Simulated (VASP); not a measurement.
# Zr (P6_3/mmc) in VASP: notebook

Runs on Zr. Level: PBE+D3(BJ). Tasks: relaxation of shape and atoms at fixed volume.

Everything below comes from runs of VASP 6.6.1. Logs are shortened: lines on timing, memory, paths and dates and some standing lists are left out, and cuts for length are marked.

### 1 The structure

The structure is hexagonal, space group P6_3/mmc (No. 194). The conventional cell has a = 3.185 Å, b = 3.185 Å, c = 5.110 Å, α = 90.00°, β = 90.00°, γ = 120.00°. Around Zr (site symmetry -6m2) lie 12 Zr at 3.15 to 3.19 Å.

### 2 Relaxation of shape and atoms at fixed volume, PBE+D3(BJ) (a relaxed cell with its volume scaled by 0.98)

INCAR

```
SYSTEM = Zr
PREC = Accurate ; ENCUT = 600
EDIFF = 1E-7 ; ISMEAR = 1
SIGMA = 0.1 ; LREAL = .FALSE.
LASPH = .TRUE. ; NELM = 80
ALGO = Normal ; ISIF = 4
LWAVE = .FALSE. ; LCHARG = .FALSE.
GGA = PE ; IVDW = 12
IBRION = 2 ; NSW = 40
EDIFFG = -0.01
```

KPOINTS

```
regular mesh
0
G
  15 15 7
  0 0 0
```

POSCAR

```
Zr                                      
1.0
    3.1639804376     -0.0000000000      0.0000000000
   -1.5819902189      2.7400874361     -0.0000000000
    0.0000000000      0.0000000000      5.0761518378
  Zr            
     2
Direct
     0.3333333332999970    0.6666666667000030    0.2500000000000000
     0.6666666667000030    0.3333333332999970    0.7500000000000000
```

Potentials or basis: VASP PAW PBE potentials, release 64 (Zr_sv).

The run is started by

```sh
$ cat potpaw_PBE.64/Zr_sv/POTCAR > POTCAR
$ mpirun -np 1 vasp_std > vasp.out
```

OUTCAR:

```text
SYSTEM = Zr
   PREC = Accurate
   ENCUT = 600
   EDIFF = 1E-7
   ISMEAR = 1
   LREAL = .FALSE.
   LASPH = .TRUE.
   NELM = 80
   ISIF = 4
   GGA = PE
   IVDW = 12
   IBRION = 2
   NSW = 40
   EDIFFG = -0.01
 IVDW          = 12

 ion  position               nearest neighbor table
   1  0.333  0.667  0.250-   2 3.13   2 3.13   2 3.13   2 3.13   2 3.13   2 3.13
   2  0.667  0.333  0.750-   1 3.13   1 3.13   1 3.13   1 3.13   1 3.13   1 3.13

  LATTYP: Found a hexagonal cell.
 ALAT       =     3.1639804376
 C/A-ratio  =     1.6043562651

  Lattice vectors:

 A1 = (   3.1639804376,   0.0000000000,   0.0000000000)
 A2 = (  -1.5819902189,   2.7400874361,   0.0000000000)
 A3 = (   0.0000000000,   0.0000000000,   5.0761518378)

Analysis of symmetry for initial positions (statically):
=====================================================================
 Subroutine PRICEL returns:
 Original cell was already a primitive cell.

 Routine SETGRP: Setting up the symmetry group for a
 hexagonal supercell.

 Subroutine GETGRP returns: Found 24 space group operations
 (whereof 12 operations were pure point group operations)
 out of a pool of 24 trial point group operations.

The static configuration has the point symmetry D_3d.
 The point group associated with its full space group is D_6h.

Analysis of symmetry for dynamics (positions and initial velocities):
=====================================================================
 Subroutine PRICEL returns:
 Original cell was already a primitive cell.

 Routine SETGRP: Setting up the symmetry group for a
 hexagonal supercell.

 Subroutine GETGRP returns: Found 24 space group operations
 (whereof 12 operations were pure point group operations)
 out of a pool of 24 trial point group operations.

The dynamic configuration has the point symmetry D_3d.
 The point group associated with its full space group is D_6h.

 Subroutine INISYM returns: Found 24 space group operations
 (whereof 12 operations are pure point group operations),
 and found     1 'primitive' translations

----------------------------------------------------------------------------------------

                                     Primitive cell

  volume of cell :      44.0081

  direct lattice vectors                    reciprocal lattice vectors
     3.163980438  0.000000000  0.000000000     0.316057580  0.182475929  0.000000000
    -1.581990219  2.740087436  0.000000000     0.000000000  0.364951858  0.000000000
     0.000000000  0.000000000  5.076151838     0.000000000  0.000000000  0.196999623

  length of vectors
     3.163980438  3.163980438  5.076151838     0.364951858  0.364951858  0.196999623

  position of ions in fractional coordinates (direct lattice)
     0.333333333  0.666666667  0.250000000
     0.666666667  0.333333333  0.750000000

  ion indices of the primitive-cell ions
   primitive index   ion index
                 1           1
                 2           2

----------------------------------------------------------------------------------------

 KPOINTS: regular mesh

Automatic generation of k-mesh.
 Grid dimensions read from file:
 generate k-points for:   15   15    7

 Generating k-lattice:

  Cartesian coordinates                     Fractional coordinates (reciprocal lattice)
     0.021070505  0.012165062  0.000000000     0.066666667  0.000000000  0.000000000
     0.000000000  0.024330124  0.000000000     0.000000000  0.066666667  0.000000000
[... 58 lines left out ...]
   EDIFF  = 0.1E-06   stopping-criterion for ELM
   LREAL  =      F    real-space projection
   EDIFFG = -.1E-01   stopping-criterion for IOM
   NSW    =     40    number of steps for IOM
   IBRION =      2    ionic relax: 0-MD 1-quasi-New 2-CG
   NFREE  =      1    steps in history (QN), initial steepest desc. (CG)
   ISIF   =      4    stress and relaxation
   ISYM   =      2    0-nonsym 1-usesym 2-fastsym
   POTIM  = 0.5000    time-step for ionic-motion
   TEBEG  =    0.0;   TEEND  =   0.0 temperature during run
   PSTRESS=    0.0 pullay stress
   NELECT =      24.0000    total number of electrons
   NUPDOWN=      -1.0000    fix difference up-down
   EMIN   =  10.00;   EMAX   =-10.00  energy-range for DOS
   EFERMI =   0.00;   METHOD = LEGACY
   ISMEAR =     1;   SIGMA  =   0.10  broadening in eV -4-tet -1-fermi 0-gaus
   EFERMI_NEDOS =   21; number of points for ismear=-14 and -15
   IALGO  =     38    algorithm
   IMIX   =      4    mixing-type and parameters
     AMIX     =   0.40;   BMIX     =  1.00
     AMIX_MAG =   1.60;   BMIX_MAG =  1.00
  volume/ion in A,a.u.               =      22.00       148.49
  Fermi-wavevector in a.u.,A,eV,Ry     =   1.337522  2.527550 24.340352  1.788965
  Thomas-Fermi vector in A             =   2.466064
   LORBIT       =      0    0 simple, 1 ext, 2 COOP (PROOUT), +10 PAW based schemes
   GGA     = PE    functional components
   LHFCALC =     F    Hartree Fock is set to
   AEXX    =    0.0000 exact exchange contribution
   IVDW    =    12    specifies the selected vdW correction
   LEPSILON=     F    determine dielectric tensor
   LRPA    =     F    only Hartree local field effects (RPA)
 conjugate gradient relaxation of ions
 non-spin polarized calculation
 Methfessel and Paxton  Order N= 1 SIGMA  =   0.10
  energy-cutoff  :      600.00
  volume of cell :       44.01
 maximum number of plane-waves:      1496
 NGX is ok and might be reduce to    28
   NGX = 13   NGY = 13   NGZ = 21

--------------------------------------- Ionic step        1  -------------------------------------------

 number of electron      24.0000000 magnetization

 Free energy of the ion-electron system (eV)
  ---------------------------------------------------
  ext. energy  EPLUGINS =         0.00000000
  ---------------------------------------------------
  free energy    TOTEN  =       -16.98940289 eV

  energy without entropy =      -16.99042161  energy(sigma->0) =      -16.98974247

------------------------ aborting loop because EDIFF is reached ----------------------------------------

 Edisp (eV)   -1.12071

 E8    (eV) :    -0.5758

  FORCE on cell =-STRESS in cart. coord.  units (eV):
  Direction    XX          YY          ZZ          XY          YZ          ZX
  --------------------------------------------------------------------------------------
  -------------------------------------------------------------------------------------
  Total       0.55534     0.55534     0.60952    -0.00000    -0.00000     0.00000
  in kB      20.21776    20.21776    22.19039    -0.00000    -0.00000     0.00000
  external pressure =       20.88 kB  Pullay stress =        0.00 kB

 VOLUME and BASIS-vectors are now :
 -----------------------------------------------------------------------------
  energy-cutoff  :      600.00
  volume of cell :       44.01
      direct lattice vectors                 reciprocal lattice vectors
     3.163980438  0.000000000  0.000000000     0.316057580  0.182475929  0.000000000
    -1.581990219  2.740087436  0.000000000     0.000000000  0.364951858  0.000000000
     0.000000000  0.000000000  5.076151838     0.000000000  0.000000000  0.196999623

 POSITION                                       TOTAL-FORCE (eV/Angst)
 -----------------------------------------------------------------------------------
     -0.00000      1.82672      1.26904        -0.000000      0.000000      0.000000
      1.58199      0.91336      3.80711         0.000000     -0.000000      0.000000
 -----------------------------------------------------------------------------------
    total drift:                                0.000000     -0.000000      0.000000

  FREE ENERGIE OF THE ION-ELECTRON SYSTEM (eV)
  ---------------------------------------------------
  free  energy   TOTEN  =       -18.1101121246 eV

  energy  without entropy=      -18.1111308413  energy(sigma->0) =      -18.11045170

--------------------------------------- Ionic step        2  -------------------------------------------

 number of electron      24.0000000 magnetization

 Free energy of the ion-electron system (eV)
  ---------------------------------------------------
  ext. energy  EPLUGINS =         0.00000000
  ---------------------------------------------------
  free energy    TOTEN  =       -16.98943301 eV

  energy without entropy =      -16.99043076  energy(sigma->0) =      -16.98976559

 E-fermi :   9.6503     XC(G=0): -11.3412

 val. band max:        9.6463987434   @ k =   0.1333   0.0000   0.1429
 cond. band min:       9.6522027669   @ k =   0.2667   0.2667   0.2857
 fundamental gap:      0.0058040235
 Fermi energy:         9.6503149109

 k-point     1 :       0.0000    0.0000    0.0000
  band No.  band energies     occupation
      1     -39.0969      2.00000
      2     -38.9081      2.00000
      3     -17.7164      2.00000
      4     -16.6810      2.00000
      5     -16.6810      2.00000
      6     -16.5332      2.00000
[... 433 lines left out ...]
      3     -17.4460      2.00000
      4     -17.2517      2.00000
      5     -17.1207      2.00000
      6     -17.0927      2.00000
[... 8 lines left out ...]
     15      11.3253     -0.00000
     16      14.0818      0.00000

 [... further k-points ...]

------------------------ aborting loop because EDIFF is reached ----------------------------------------

 Edisp (eV)   -1.12071

 E8    (eV) :    -0.5758

  FORCE on cell =-STRESS in cart. coord.  units (eV):
  Direction    XX          YY          ZZ          XY          YZ          ZX
  --------------------------------------------------------------------------------------
  -------------------------------------------------------------------------------------
  Total       0.56512     0.56512     0.57924    -0.00000     0.00000     0.00000
  in kB      20.57412    20.57412    21.08807    -0.00000     0.00000     0.00000
  external pressure =       20.75 kB  Pullay stress =        0.00 kB

 VOLUME and BASIS-vectors are now :
 -----------------------------------------------------------------------------
  energy-cutoff  :      600.00
  volume of cell :       44.01
      direct lattice vectors                 reciprocal lattice vectors
     3.162602617 -0.000000000  0.000000000     0.316195274  0.182555426  0.000000000
    -1.581301309  2.738894209  0.000000000     0.000000000  0.365110853  0.000000000
     0.000000000 -0.000000000  5.080575757    -0.000000000 -0.000000000  0.196828086

 POSITION                                       TOTAL-FORCE (eV/Angst)
 -----------------------------------------------------------------------------------
     -0.00000      1.82593      1.27014        -0.000000     -0.000000      0.000000
      1.58130      0.91296      3.81043         0.000000      0.000000      0.000000
 -----------------------------------------------------------------------------------
    total drift:                                0.000000     -0.000000      0.000000

  FREE ENERGIE OF THE ION-ELECTRON SYSTEM (eV)
  ---------------------------------------------------
  free  energy   TOTEN  =       -18.1101407851 eV

  energy  without entropy=      -18.1111385332  energy(sigma->0) =      -18.11047337

 reached required accuracy - stopping structural energy minimisation
```

It took 57 s on 1 thread of Intel Xeon 6975P-C (Granite Rapids), shared host; peak memory 0.24 GiB.

Results:

| Item | Value |
| --- | --- |
| Free energy | -18.1101 eV |
| Energy gained by relaxing | 0.0 meV/atom |
| Ionic steps | 2 |
| Pressure after relaxing | 2.1 GPa |
| Band gap on the k mesh | none (metal or under the smearing width) |
| Dispersion energy per atom | -0.560 eV |

Final structure:
```
CELL_PARAMETERS angstrom
3.16260 0.00000 0.00000
-1.58130 2.73889 0.00000
0.00000 0.00000 5.08058
ATOMIC_POSITIONS crystal
Zr 0.33333 0.66667 0.25000
Zr 0.66667 0.33333 0.75000
```

Caveat: pairwise dispersion overbinds metals, which lowers pressure and volume.

### 3 Relaxation of shape and atoms at fixed volume, PBE+D3(BJ)

INCAR is that of step 2.

KPOINTS is that of step 2.

POSCAR

```
Zr                                      
1.0
    3.1853593324     -0.0000000000      0.0000000000
   -1.5926796662      2.7586021020     -0.0000000000
    0.0000000000      0.0000000000      5.1104512015
  Zr            
     2
Direct
     0.3333333332999970    0.6666666667000030    0.2500000000000000
     0.6666666667000030    0.3333333332999970    0.7500000000000000
```

Potentials or basis: VASP PAW PBE potentials, release 64 (Zr_sv).

The run is started by

```sh
$ cat potpaw_PBE.64/Zr_sv/POTCAR > POTCAR
$ mpirun -np 1 vasp_std > vasp.out
```

OUTCAR:

```text
SYSTEM = Zr
   PREC = Accurate
   ENCUT = 600
   EDIFF = 1E-7
   ISMEAR = 1
   LREAL = .FALSE.
   LASPH = .TRUE.
   NELM = 80
   ISIF = 4
   GGA = PE
   IVDW = 12
   IBRION = 2
   NSW = 40
   EDIFFG = -0.01
 IVDW          = 12

 ion  position               nearest neighbor table
   1  0.333  0.667  0.250-   2 3.15   2 3.15   2 3.15   2 3.15   2 3.15   2 3.15
   2  0.667  0.333  0.750-   1 3.15   1 3.15   1 3.15   1 3.15   1 3.15   1 3.15

  LATTYP: Found a hexagonal cell.
 ALAT       =     3.1853593324
 C/A-ratio  =     1.6043562651

  Lattice vectors:

 A1 = (   3.1853593324,   0.0000000000,   0.0000000000)
 A2 = (  -1.5926796662,   2.7586021020,   0.0000000000)
 A3 = (   0.0000000000,   0.0000000000,   5.1104512015)

Analysis of symmetry for initial positions (statically):
=====================================================================
 Subroutine PRICEL returns:
 Original cell was already a primitive cell.

 Routine SETGRP: Setting up the symmetry group for a
 hexagonal supercell.

 Subroutine GETGRP returns: Found 24 space group operations
 (whereof 12 operations were pure point group operations)
 out of a pool of 24 trial point group operations.

The static configuration has the point symmetry D_3d.
 The point group associated with its full space group is D_6h.

Analysis of symmetry for dynamics (positions and initial velocities):
=====================================================================
 Subroutine PRICEL returns:
 Original cell was already a primitive cell.

 Routine SETGRP: Setting up the symmetry group for a
 hexagonal supercell.

 Subroutine GETGRP returns: Found 24 space group operations
 (whereof 12 operations were pure point group operations)
 out of a pool of 24 trial point group operations.

[... 119 lines left out ...]
   IMIX   =      4    mixing-type and parameters
     AMIX     =   0.40;   BMIX     =  1.00
     AMIX_MAG =   1.60;   BMIX_MAG =  1.00
  volume/ion in A,a.u.               =      22.45       151.52
  Fermi-wavevector in a.u.,A,eV,Ry     =   1.328545  2.510586 24.014723  1.765032
  Thomas-Fermi vector in A             =   2.457775
   LORBIT       =      0    0 simple, 1 ext, 2 COOP (PROOUT), +10 PAW based schemes
   GGA     = PE    functional components
   LHFCALC =     F    Hartree Fock is set to
   AEXX    =    0.0000 exact exchange contribution
   IVDW    =    12    specifies the selected vdW correction
   LEPSILON=     F    determine dielectric tensor
   LRPA    =     F    only Hartree local field effects (RPA)
 conjugate gradient relaxation of ions
 non-spin polarized calculation
 Methfessel and Paxton  Order N= 1 SIGMA  =   0.10
  energy-cutoff  :      600.00
  volume of cell :       44.91
 maximum number of plane-waves:      1518
 NGX is ok and might be reduce to    28
   NGX = 13   NGY = 13   NGZ = 21

 number of electron      24.0000000 magnetization

 Free energy of the ion-electron system (eV)
  ---------------------------------------------------
  ext. energy  EPLUGINS =         0.00000000
  ---------------------------------------------------
  free energy    TOTEN  =       -17.01893670 eV

  energy without entropy =      -17.01972436  energy(sigma->0) =      -17.01919925

 E-fermi :   9.4166     XC(G=0): -11.2479

 val. band max:        9.4158103902   @ k =   0.2667   0.2667   0.2857
 cond. band min:       9.4172595941   @ k =   0.3333   0.3333   0.4286
 fundamental gap:      0.0014492039
 Fermi energy:         9.4165901223

 k-point     1 :       0.0000    0.0000    0.0000
  band No.  band energies     occupation
      1     -39.3662      2.00000
      2     -39.1916      2.00000
      3     -17.9484      2.00000
      4     -16.9749      2.00000
      5     -16.9749      2.00000
      6     -16.8353      2.00000
[... 433 lines left out ...]
      3     -17.6887      2.00000
      4     -17.5059      2.00000
      5     -17.3891      2.00000
      6     -17.3590      2.00000
[... 8 lines left out ...]
     15      11.0597     -0.00000
     16      13.7578      0.00000

 [... further k-points ...]

------------------------ aborting loop because EDIFF is reached ----------------------------------------

 Edisp (eV)   -1.09728

 E8    (eV) :    -0.5636

  FORCE on cell =-STRESS in cart. coord.  units (eV):
  Direction    XX          YY          ZZ          XY          YZ          ZX
  --------------------------------------------------------------------------------------
  -------------------------------------------------------------------------------------
  Total       0.00154     0.00154     0.00327     0.00000     0.00000     0.00000
  in kB       0.05478     0.05478     0.11683     0.00000     0.00000     0.00000
  external pressure =        0.08 kB  Pullay stress =        0.00 kB

 VOLUME and BASIS-vectors are now :
 -----------------------------------------------------------------------------
  energy-cutoff  :      600.00
  volume of cell :       44.91
      direct lattice vectors                 reciprocal lattice vectors
     3.185359332  0.000000000  0.000000000     0.313936324  0.181251221  0.000000000
    -1.592679666  2.758602102  0.000000000     0.000000000  0.362502443  0.000000000
     0.000000000  0.000000000  5.110451202     0.000000000  0.000000000  0.195677438

 POSITION                                       TOTAL-FORCE (eV/Angst)
 -----------------------------------------------------------------------------------
     -0.00000      1.83907      1.27761         0.000000      0.000000      0.000000
      1.59268      0.91953      3.83284        -0.000000      0.000000      0.000000
 -----------------------------------------------------------------------------------
    total drift:                                0.000000     -0.000000      0.000000

  FREE ENERGIE OF THE ION-ELECTRON SYSTEM (eV)
  ---------------------------------------------------
  free  energy   TOTEN  =       -18.1162208557 eV

  energy  without entropy=      -18.1170085108  energy(sigma->0) =      -18.11648341

 reached required accuracy - stopping structural energy minimisation
```

Run time: 36 s. Hardware: 1 thread of Intel Xeon 6975P-C (Granite Rapids), shared host; peak memory 0.23 GiB.

What came out:

```yaml
Free_energy: -18.1162 eV
Pressure_after_relaxing: 0.0 GPa
Band_gap_on_the_k_mesh: none (metal or under the smearing width)
Dispersion_energy_per_atom: -0.549 eV
```

Final structure:
```
Zr
1.0
     3.18536    0.00000    0.00000
    -1.59268    2.75860    0.00000
     0.00000    0.00000    5.11045
Zr
2
Direct
  0.33333 0.66667 0.25000
  0.66667 0.33333 0.75000
```

Caveat: the relaxation stopped at its first step, so nothing moved; pairwise dispersion overbinds metals, which lowers pressure and volume.
